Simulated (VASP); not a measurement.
## From VASP inputs to Ansatz: KF (strained rocksalt)

INCAR

```
SIGMA = 0.01
METAGGA = R2SCAN
IBRION = -1
LASPH = .TRUE.
NBANDS = 15
ALGO = Normal
LELF = .TRUE.
EDIFF = 1E-7
LCHARG = .TRUE.
NELM = 120
LWAVE = .FALSE.
ISMEAR = 0
ENCUT = 520
ISIF = 2
LREAL = .FALSE.
NSW = 0
PREC = Accurate
```

KPOINTS

```
KPOINTS created by Atomic Simulation Environment
0
Gamma
8 8 8
0 0 0
```

KPOINTS_OPT

```
special points
6
Reciprocal
0.0000000000 0.0000000000 0.0000000000 1
0.5000000000 0.0000000000 0.5000000000 1
0.6250000000 0.2500000000 0.6250000000 1
0.3750000000 0.3750000000 0.7500000000 1
0.5000000000 0.5000000000 0.5000000000 1
0.5000000000 0.2500000000 0.7500000000 1
```

POSCAR

```
K  F
 1.0000000000000000
     0.0000000000000000    2.6855501609000001    2.6855501609000001
     2.6855501609000001    0.0000000000000000    2.6855501609000001
     2.6855501609000001    2.6855501609000001    0.0000000000000000
 K   F
   1   1
Cartesian
  0.0000000000000000  0.0000000000000000  0.0000000000000000
  2.6855501609000001  2.6855501609000001  2.6855501609000001
```

VASP ran with the recommended PBE PAW datasets (16 valence electrons in the cell).

Q: Translate these files to an Ansatz input.

A: 

```yaml
crystal:
  lattice:
    - [0.0, 2.6855501609, 2.6855501609]
    - [2.6855501609, 0.0, 2.6855501609]
    - [2.6855501609, 2.6855501609, 0.0]
  atoms:
    - { symbol: K, position: [0.0, 0.0, 0.0] }
    - { symbol: F, position: [0.5, 0.5, 0.5] }
kpoints:
  mp_grid: { grid: [8, 8, 8] }
  band_path:
    path:
      - [0.0, 0.0, 0.0]
      - [0.5, 0.0, 0.5]
      - [0.625, 0.25, 0.625]
      - [0.375, 0.375, 0.75]
      - [0.5, 0.5, 0.5]
      - [0.5, 0.25, 0.75]
    npoints: 1
hamiltonian:
  xc: r2scan
scf:
  occupations: { method: fixed }
  n_extra_bands: 4
output:
  forces: true
  stress: true
  eigenvalues: true
```

Other inputs would serve too.

|  | VASP | Ansatz |
| --- | --- | --- |
| gap between bands v and c | 6.75 eV | 6.75 eV |
| least direct gap | 6.75 eV | 6.75 eV |
| pressure | -1.0 GPa | -1.0 GPa |

The two codes use different PAW datasets and cutoffs. VASP's cell holds 16 valence electrons and Ansatz's 16. Ansatz's stress includes a Pulay correction; VASP's doesn't.
